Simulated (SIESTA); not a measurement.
The system is PbO2.

```
Pb O
1.0
     0.00000    2.70199    2.70199
     2.70199    0.00000    2.70199
     2.70199    2.70199    0.00000
Pb O
1 2
Cartesian
  0.0000 0.0000 0.0000
  4.0530 4.0530 4.0530
  1.3510 1.3510 1.3510
```

The cell comes from a database or a generator and needn't be the stable form of this composition.

Base run:

- Program: SIESTA 5.4.2
- Functional: PBEsol
- Potentials or basis: PseudoDojo 0.4 standard (PBEsol files)
- Basis: SZP (energy shift 0.003 Ry)
- Grid cutoff: 800 Ry
- Energy shift: 0.003 Ry
- k mesh: 9 × 9 × 9
- Occupations: fermi-dirac, width 0.05 eV
- Spin: no spin polarisation

Its results: band gap on the k mesh none (metal or under the smearing width); pressure 3.9 GPa.

After a change of settings the same cell gave: band gap on the k mesh none (metal or under the smearing width); pressure -1.2 GPa. Which change was it?
A. basis from SZP (energy shift 0.003 Ry) to DZ (energy shift 0.003 Ry; two zetas on semicore shells)
B. basis from SZP (energy shift 0.003 Ry) to TZDP (energy shift 0.003 Ry; two zetas on semicore shells)
C. basis from SZP (energy shift 0.003 Ry) to SZ (energy shift 0.003 Ry)

A.

Caveats: spin-orbit coupling is left out, which moves the levels of the heavy elements; the basis of atomic orbitals isn't converged, which shifts pressures, moduli and gaps; the basis has no polarisation orbitals (some runs).
